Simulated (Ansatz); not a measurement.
## Pressure against volume: As

```cif
data_structure
_symmetry_space_group_name_H-M 'Im-3m'
_symmetry_Int_Tables_number 229
_cell_length_a 3.3680
_cell_length_b 3.3680
_cell_length_c 3.3680
_cell_angle_alpha 90.000
_cell_angle_beta 90.000
_cell_angle_gamma 90.000
_cell_volume 38.20
loop_
_atom_site_label
_atom_site_type_symbol
_atom_site_symmetry_multiplicity
_atom_site_Wyckoff_symbol
_atom_site_fract_x
_atom_site_fract_y
_atom_site_fract_z
_atom_site_occupancy
As1 As 2 a 0.00000 0.00000 0.00000 1
```

The runs use the primitive cell with vectors (-1.684, 1.684, 1.684), (1.684, -1.684, 1.684), (1.684, 1.684, -1.684) Å, to which the k mesh refers.

The cell was built from the bcc type and relaxed in the same program, and has space group Im-3m; it needn't be a known or the stable phase.

All numbers are computed: DFT, PBE, all-electron LAPW, scalar-relativistic (Ansatz 0.2.0); DFT, PBE, PAW with Ansatz's default frozen-core files, scalar-relativistic (Ansatz 0.2.0).

For LAPW: a Γ-centred 16×16×16 k mesh, Fermi–Dirac smearing of 0.05 eV, basis error target 0.25 meV/atom, no spin polarisation. PAW takes a cutoff of 420 eV at this cell. The Ansatz runs share mesh, smearing and spin set-up. Plane-wave (PAW) pressures include the program's estimate of the Pulay term.

The cell above is scaled evenly, with fractional coordinates and shape held.

```csv
V/V(cell),V (Å³/atom),"P, LAPW (GPa)","P, PAW (GPa)","free energy over the lowest listed, PAW (meV/atom)"
0.9600,18.338,3.44,3.43,7.9
0.9800,18.720,1.64,1.64,1.9
1.0000,19.102,0.01,0.00,0.0
1.0200,19.484,-1.51,-1.52,1.8
1.0400,19.866,?,?,?
```

(1) Fill in the row V/V(cell) = 1.0400.

(2) What do Birch–Murnaghan fits to the pressures give?

Results:

(1) P, LAPW (GPa) = -2.91, P, PAW (GPa) = -2.92, free energy over the lowest listed, PAW (meV/atom) = 7.1.

(2) LAPW: V0 = 19.10 Å³/atom, B0 = 79 GPa, B0′ = 3.1; PAW: V0 = 19.10 Å³/atom, B0 = 79 GPa, B0′ = 3.1.
